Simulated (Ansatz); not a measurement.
# GaP at 8 GPa (stress–strain coefficients): relaxed-ion elastic tensor

The calculation used DFT PBEsol, scalar-relativistic, plane waves, PAW in Ansatz 0.2.0. Plane waves to 420 eV; Γ-centred k mesh 10×10×10; fixed occupations. No spin polarisation.

The cell, relaxed at 8 GPa:
```
CELL_PARAMETERS angstrom
0.00000 2.64860 2.64860
2.64860 0.00000 2.64860
2.64860 2.64860 0.00000
ATOMIC_POSITIONS crystal
Ga 0.00000 0.00000 0.00000
P 0.75000 0.75000 0.75000
```

Question: Give the relaxed-ion elastic constants (GPa, Voigt order xx yy zz yz xz xy, on the axes of the cell above).

Answer:
C11 = 168.0, C12 = 94.1, C13 = 94.1, C22 = 168.0, C23 = 94.1, C33 = 168.0, C44 = 72.1, C55 = 72.1, C66 = 72.1 GPa; the others vanish.

Question: Is the crystal stable against homogeneous strain?

Answer: Yes: the least eigenvalue of the tensor is 72.1 GPa.

Question: And the moduli of a polycrystal (Hill averages)?

Answer: B = 119 GPa, G = 55 GPa, E = 143 GPa, ν = 0.30.

Cost: 1 run of about 0.89 core-minutes, on Intel Xeon 6975P-C (Granite Rapids) (shared hosts).